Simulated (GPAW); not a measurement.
Crystal: InPd.

```
CELL_PARAMETERS angstrom
3.27188 0.00000 0.00000
0.00000 3.27188 0.00000
0.00000 0.00000 3.27188
ATOMIC_POSITIONS crystal
In 0.00000 0.00000 0.00000
Pd 0.50000 0.50000 0.50000
```

The cell comes from a database or a generator and needn't be the stable form of this composition.

```yaml
Program: GPAW 26.7.0
Task: single point
Functional: PBE
Potentials_or_basis: GPAW PAW data sets (gpaw-data 1.2.1)
Cutoff: 600 eV
Basis: pw
k_mesh: 8 × 8 × 8
Occupations: fermi-dirac, width 0.05 eV
Spin: no spin polarisation
```

On this cell: pressure 3.3 GPa; largest force zero by symmetry; band gap on the k mesh none (metal or under the smearing width).

The same run follows on a disturbed copy (atoms moved at random, drawn with an rms of 0.05 Å):

```xyz
2
Lattice="3.2719 0.0000 0.0000 0.0000 3.2719 0.0000 0.0000 0.0000 3.2719" Properties=species:S:1:pos:R:3 pbc="T T T"
In   -0.0221    0.0011    0.0274
Pd    1.6003    1.6584    1.6093
```

**Question.** What does the disturbed cell give?

**Answer.** The energy (extrapolated to zero smearing) moves by +3.7 meV/atom; pressure 3.5 GPa; largest force 0.247 eV/Å; band gap on the k mesh none (metal or under the smearing width).

Forces on the atoms (eV/Å):
```
In  -0.057  0.090 -0.223
Pd   0.056 -0.090  0.223
```

Stress tensor (GPa, compression positive):
```
 3.50 -0.03  0.07
-0.03  3.49 -0.11
 0.07 -0.11  3.39
```
